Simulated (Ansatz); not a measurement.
The system is Ge.

```xyz
2
Lattice="1.4881 -2.5947 0.0000 1.4881 2.5947 0.0000 0.0000 0.0000 4.7276" Properties=species:S:1:pos:R:3 pbc="T T T"
Ge    1.4881    0.8643    1.1819
Ge    1.4881   -0.8643    3.5457
```

This isn't the form of Ge at room conditions, which is diamond.

| Property | Result |
| --- | --- |
| Program | Ansatz 0.2.0 |
| Task | relaxation of cell and atoms |
| Functional | LDA |
| Potentials or basis | Ansatz PAW |
| Cutoff | 420 eV (not typed: the program's choice for these potentials) |
| k mesh | 10 × 10 × 6 |
| Occupations | fermi-dirac, width 0.05 eV |
| Spin | no spin polarisation |

At the start: volume 18.25 Å³/atom.

Task: How do energy, volume and symmetry change on relaxing?

Result: It ends after 18 steps and the volume is 17.92 Å³/atom (-1.8 %); space group P6/mmm (No. 191, to 0.05 Å).

The path:
```csv
step,energy change (eV),largest force (eV/Å),volume (Å³)
1,0.0000,0.0004,36.51
2,-0.0067,0.0049,35.51
3,-0.0077,0.0058,35.87
4,-0.0079,0.0069,35.86
5,-0.0080,0.0108,35.83
6,-0.0082,0.0095,35.83
7,-0.0084,0.0095,35.83
8,-0.0304,0.1201,35.75
9,-0.0826,0.0699,35.76
10,-0.1589,0.0703,35.85
11,-0.1794,0.0088,35.92
12,-0.1810,0.0046,36.37
13,-0.1859,0.0003,35.97
14,-0.1871,0.0001,35.79
15,-0.1872,0.0001,35.83
16,-0.1876,0.0001,35.83
17,-0.1876,0.0001,35.84
18,-0.1876,0.0001,35.84
```

Final structure:
```
CELL_PARAMETERS angstrom
1.41378 -2.44929 0.00000
1.41378 2.44929 0.00000
0.00000 0.00000 5.17466
ATOMIC_POSITIONS crystal
Ge 0.50006 0.49994 0.25000
Ge 0.49994 0.50006 0.75000
```

Caveat: the plane-wave basis is chosen anew once the cell has moved, so the energies of steps on either side of that aren't comparable; the PAW data sets come from PBE, with cores solved anew for the run's functional, which leaves a small shift of forces and pressure.
